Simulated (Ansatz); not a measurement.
# CuO (Tenorite) in Ansatz: the effect of exact exchange

The system is CuO (Tenorite).

```
Cu O
1.0
     2.34185   -1.71130    0.00000
     2.34185    1.71130    0.00000
    -0.85003    0.00000    5.05787
Cu O
2 2
Direct
  0.50000 0.00000 0.50000
  0.00000 0.50000 0.00000
  0.41840 0.58160 0.75000
  0.58160 0.41840 0.25000
```

Alike in all runs:

```yaml
Program: Ansatz 0.2.0
Task: single point
Functional: HSE06 form with a typed share of exact exchange
Potentials_or_basis: Ansatz PAW
Cutoff: "420 eV (not typed: the program's choice for these potentials)"
k_mesh: 5 × 5 × 3
Occupations: fermi-dirac, width 0.05 eV
Spin: no spin polarisation
```

Question: One run gave: pressure 0.0 GPa. Which exact exchange did it use?
A. 0.25
B. 0.5
C. 0.2
D. 0.15
E. 0.05

Answer: A.

| exact exchange | pressure (GPa) |
| --- | --- |
| 0.05 | 4.5 |
| 0.1 | 3.3 |
| 0.15 | 2.2 |
| 0.2 | 1.1 |
| 0.25 | 0.0 |
| 0.3 | -1.1 |
| 0.4 | -3.2 |
| 0.5 | -5.2 |

Caveats: all runs use coarse meshes; the run has no spin polarisation, though such a crystal can be magnetic; the PAW data sets come from PBE, with cores solved anew for the run's functional, which leaves a small shift of forces and pressure; the thresholds are loose for stress.
